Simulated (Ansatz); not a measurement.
# ZrO2: the cost of one run

Method: DFT PBEsol, plane waves, PAW, scalar-relativistic, no spin polarisation, in Ansatz 0.2.0.

**1. The starting structure**

The cell holds 12 atoms (O8Zr4): a = 5.334 Å, b = 5.334 Å, c = 5.474 Å, α = 90.00°, β = 90.00°, γ = 90.00°.

As a file:

```xyz
12
Lattice="-3.7719 -3.7719 0.0000 3.7719 -3.7719 0.0000 0.0000 0.0000 5.4743" Properties=species:S:1:pos:R:3 pbc="T T T"
Zr    0.0000   -3.7719    0.0000
Zr    1.8859   -1.8859    2.7372
O     0.0000   -1.8859    1.6520
O     0.0000   -1.8859    4.3892
O     1.8859   -3.7719    3.8223
O     1.8859   -3.7719    1.0852
Zr    0.0000    0.0000    0.0000
Zr   -1.8859   -1.8859    2.7372
O     0.0000   -5.6578    1.6520
O     0.0000   -5.6578    4.3892
O    -1.8859   -3.7719    3.8223
O    -1.8859   -3.7719    1.0852
```

**2. Run 1**

200 steps of 1.12 fs under a Langevin thermostat at 2800 K.

File input.yaml:

```yaml
accuracy: low
crystal:
  lattice:
    - [-3.771859, -3.771859, 0.0]
    - [3.771859, -3.771859, 0.0]
    - [0.0, 0.0, 5.474341]
  atoms:
    - { symbol: Zr, position: [0.5, 0.5, 0.0] }
    - { symbol: Zr, position: [0.0, 0.5, 0.5] }
    - { symbol: O, position: [0.25, 0.25, 0.3017749] }
    - { symbol: O, position: [0.25, 0.25, 0.8017749] }
    - { symbol: O, position: [0.25, 0.75, 0.6982251] }
    - { symbol: O, position: [0.25, 0.75, 0.1982251] }
    - { symbol: Zr, position: [0.0, 0.0, 0.0] }
    - { symbol: Zr, position: [0.5, 0.0, 0.5] }
    - { symbol: O, position: [0.75, 0.75, 0.3017749] }
    - { symbol: O, position: [0.75, 0.75, 0.8017749] }
    - { symbol: O, position: [0.75, 0.25, 0.6982251] }
    - { symbol: O, position: [0.75, 0.25, 0.1982251] }
basis:
  ecutwfc: 420.0
kpoints:
  mp_grid: { grid: [2, 2, 2] }
hamiltonian:
  xc: pbesol
  pseudopotentials: { kind: paw, azcp: { folder: soft_1 } }
scf:
  occupations: { method: fermi_dirac, width: 0.24 }
  lower_state_search: "off"
md:
  timestep: 1.12
  n_steps: 200
  ensemble: nvt_langevin
  temperature: 2800.0
  initial_velocities: maxwell_boltzmann
  seed: 583899
  friction: 0.02
```

On the command line:

```bash
> ansatz run input.yaml --threads 1 --pin off --max-ram 3072MiB --backend cpu --events-out ev --progress --plain --runs-dir out
```

Q: Estimate wall time and peak memory on 1 thread of Arm Neoverse V1, shared host.

About 16 min, with a peak of 0.46 GiB.
